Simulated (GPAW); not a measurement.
## V and the effect of the Hubbard U on V d

It takes space group Im-3m (No. 229, cubic). Conventional cell: a = 3.029 Å, b = 3.029 Å, c = 3.029 Å, α = 90.00°, β = 90.00°, γ = 90.00°. Around V (site symmetry m-3m) lie 8 V at 2.62 Å.

Kept alike: task band structure; functional PBEsol; k mesh 12 × 12 × 12; occupations fermi-dirac, width 0.05 eV; collinear spin, ferromagnetic start. Program: GPAW, PAW data sets generated for this functional, cutoff 600 eV. The mesh is that of the run's cell of 1 atom. No spin-orbit coupling.

```csv
"Hubbard U on V d, U (eV)",pressure (GPa),largest site moment (μB)
0,-10.72,0.00
1,-8.19,0.33
2,-5.22,0.51
3,0.94,0.79
4,15.93,1.30
6,58.79,2.34
```

Pressure is positive in compression; the values hold the error of the finite cutoff, so their zero can differ a little from the energy's minimum. For a metal such a mesh leaves the last digits unconverged. How U acts hangs on the program's projectors. The runs hold the magnetic state that their start led to, which needn't be the lowest. Site moments count inside each atom's sphere or projector.

**Question.** What does the Hubbard U on V d change here?

**Answer.** The pressure rises from -10.72 to 58.79 GPa between 0 and 6 eV. The largest site moment rises from 0.00 to 2.34 μB between 0 and 6 eV. U favours whole occupations of the shell, which as a rule raises the local moment.
